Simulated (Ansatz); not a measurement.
Ti: strain energy, fitted

Ti, Fm-3m, a = 4.112 Å. This isn't the element's structure at ambient conditions. Ansatz: PBE, PAW, 420 eV, Γ-centred 18×18×12 mesh on 2 atoms, Gaussian smearing 0.10 eV; no spin polarisation. Series: strain along c alone, the other axes held, atoms fixed by symmetry; x is the strain in per cent. The axes a, b, c are those of the computed cell (2.908, 2.908, 4.112 Å), along [1 1 0], [-1 1 0], [0 0 1] of the cell named above. y is the free energy over the unstrained cell, V0 = 17.382 Å³/atom.

```tsv
x (%)	y (meV/atom)
-6.0	?
-4.0	12.19
-2.0	3.07
0.0	0.00
2.0	2.81
4.0	10.95
6.0	23.90
```

**Question.** Fit y = c2 x² + c3 x³ to the other rows, turn c2 into a modulus, and predict the missing energy.

**Answer.** Least squares on the rows shown. y = 0.72350 x² − 0.0099136 x³. In eV per unit strain² c2 is 7.235; this is C33 with relaxed ions (E = ½ C33 V0 ε²): 2 × 7.235 × 160.2 / (17.382) = 133 GPa. The unstrained cell keeps some stress along the strain, worth a slope of -0.04 meV/atom per %, which the form leaves out. At x = -6.0 the fit asked for gives 28.19 meV/atom. The run gave 27.83 meV/atom, so the fit is 0.36 meV/atom too high, 1.3 % of the span of the series, against an rms of 0.04 meV/atom on the fitted rows. The row lies outside the fitted range. With a term in x⁴ added, a fit to the same known rows predicts 28.07 meV/atom, which recovers part of the miss; the known rows don't hold the rest.